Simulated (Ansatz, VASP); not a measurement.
Two plane-wave programs on CoSi2

Contents of INCAR:

```
PREC = Accurate
ENCUT = 520
EDIFF = 1E-6
ISMEAR = -1
SIGMA = 0.05
LREAL = False
LASPH = True
NELM = 150
ALGO = Normal
ISIF = 2
LWAVE = False
LCHARG = False
ISPIN = 2
MAGMOM = 0.09 0 0
LORBIT = 11
LMAXMIX = 4
GGA = PS
NBANDS = 20
```

KPOINTS

```
Automatic mesh
0
Gamma
  9 9 9
```

POSCAR

```
CoSi2
1.0
    0.0000000000      2.6780000000      2.6780000000
    2.6780000000      0.0000000000      2.6780000000
    2.6780000000      2.6780000000      0.0000000000
Co Si
1 2
Direct
    0.0000000000      0.0000000000      0.0000000000
    0.7500000000      0.7500000000      0.7500000000
    0.2500000000      0.2500000000      0.2500000000
```

File input.yaml:

```yaml
crystal:
  lattice:
    - [0.0, 2.678, 2.678]
    - [2.678, 0.0, 2.678]
    - [2.678, 2.678, 0.0]
  atoms:
    - { symbol: Co, position: [0.0, 0.0, 0.0], spin: 0.09 }
    - { symbol: Si, position: [0.75, 0.75, 0.75] }
    - { symbol: Si, position: [0.25, 0.25, 0.25] }
hamiltonian:
  xc: pbesol
  pseudopotentials: { kind: paw }
magnetization:
  spin_polarized: true
kpoints:
  mp_grid: { grid: [9, 9, 9] }
scf:
  occupations: { method: fermi_dirac, width: 0.05 }
output:
  forces: true
  stress: true
  eigenvalues: true
  write_density: true
  write_potential: true
  elf: true
  volumetric_format: npy
```

Alike in both runs: task single point; functional PBEsol; k mesh 9 × 9 × 9; occupations fermi-dirac, width 0.05 eV; collinear spin.

|  | VASP | Ansatz |
| --- | --- | --- |
| version | VASP 6.6.1 | Ansatz 0.2.0 |
| potentials or method | VASP PAW PBE potentials, release 64 (Co, Si) | Ansatz PAW |
| plane-wave cutoff (eV) | 520 | 420 |
| valence electrons in the cell | 17 | 25 |

|  | VASP | Ansatz | Ansatz less VASP |
| --- | --- | --- | --- |
| gap on the k mesh at the Fermi level (eV) | none | none | - |
| pressure (GPa) | -4.2 | -4.4 | -0.28 |
| net moment per atom (μB) | 0.00 | 0.00 | 0.000 |

A gap of «none» marks a metal or a gap that the smearing closes. With one functional, cell and mesh, what is left measures potentials, basis and numerics. The two sets of potentials don't hold the same shells in valence.

Caveats: the PAW data sets were made with another functional, which shifts forces and pressure a little (VASP); the PAW data sets come from PBE, with cores solved anew for the run's functional, which leaves a small shift of forces and pressure (Ansatz); the starting moments weren't kept (Ansatz).
